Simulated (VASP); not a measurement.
# SiC: convergence, self-consistent run

SiC, F-43m (no. 216), 2 atoms in the cell. PBEsol; PAW potentials Si, C (PBE set). VASP 6.6.1.

Wanted: energy within 0.2 meV/atom; levels at the zone centre within 0.003 eV.

What the run is for: comparing ways to start; Accuracy asked: tight.

Levels at the zone centre: counted from the valence top at that point.

POSCAR:
```
SiC
1.0
    0.0000000000      2.1790000000      2.1790000000
    2.1790000000      0.0000000000      2.1790000000
    2.1790000000      2.1790000000      0.0000000000
Si C
1 1
Direct
    0.0000000000      0.0000000000      0.0000000000
    0.7500000000      0.7500000000      0.7500000000
```

## How the run starts (with a second run first, the time holds both)

| How the run starts (with a second run first, the time holds both) | Energy less reference (meV/atom) | Levels at the zone centre, largest deviation (eV) | Time (s) |
|---|---|---|---|
| from scratch: 12 SCF iterations | 0.00 | 0.0000 | 3.6 |
| density of a coarse mesh (ICHARG 1): 12 + 8 SCF iterations | 0.00 | 0.0001 | 4.6 |
| orbitals of a lower cutoff (ISTART 1): 12 + 5 SCF iterations | 0.00 | 0.0001 | 5.1 |
| orbitals of a loose run: 9 + 3 SCF iterations | 0.00 | 0.0000 | 3.8 |

## Question

For each series: keep the first row unless others stay within half of the tolerance and take at least 30 % less time, and then take the fastest.

## Answer

- How the run starts (with a second run first, the time holds both): from scratch: 12 SCF iterations

The chosen settings are those of the reference run.

Values of the reference run: Levels at the zone centre: 0, 0, 6.187 eV from the valence top at Gamma.

## The input

INCAR:
```
ALGO     = Normal         # electronic algorithm
EDIFF    = 1E-6           # SCF threshold, eV
EFERMI   = MIDGAP       
ENCUT    = 520            # plane-wave cutoff, eV
GGA      = PS             # functional
GGA_COMPAT= F            
ISIF     = 2              # what is computed and relaxed
ISMEAR   = 0              # smearing method
LASPH    = T              # aspherical terms in the spheres
LCHARG   = F              # write CHGCAR
LREAL    = F              # projectors in reciprocal space
LWAVE    = F              # write WAVECAR
NELM     = 120            # most SCF steps
PREC     = Accurate       # precision mode
SIGMA    = 0.03           # smearing width, eV
```

KPOINTS:
```
k-points
0
Gamma
  9 9 9
```

Commands:
```
cat potpaw_PBE.64/Si/POTCAR potpaw_PBE.64/C/POTCAR > POTCAR
mpirun -np 1 vasp_std > vasp.out
```

The chosen input took VASP 6.6.1 3.6 s on 1 core (Intel Xeon Platinum 8375C @ 2.90GHz (Ice Lake)), a shared host.

## An input that fails: restart asked without its files

VASP's message: ERROR: charge density could not be read from file CHGCAR for ICHARG>10.

Changes against the starting input:
```
- NELM = 120
+ NELM = 60
+ ICHARG = 11
```
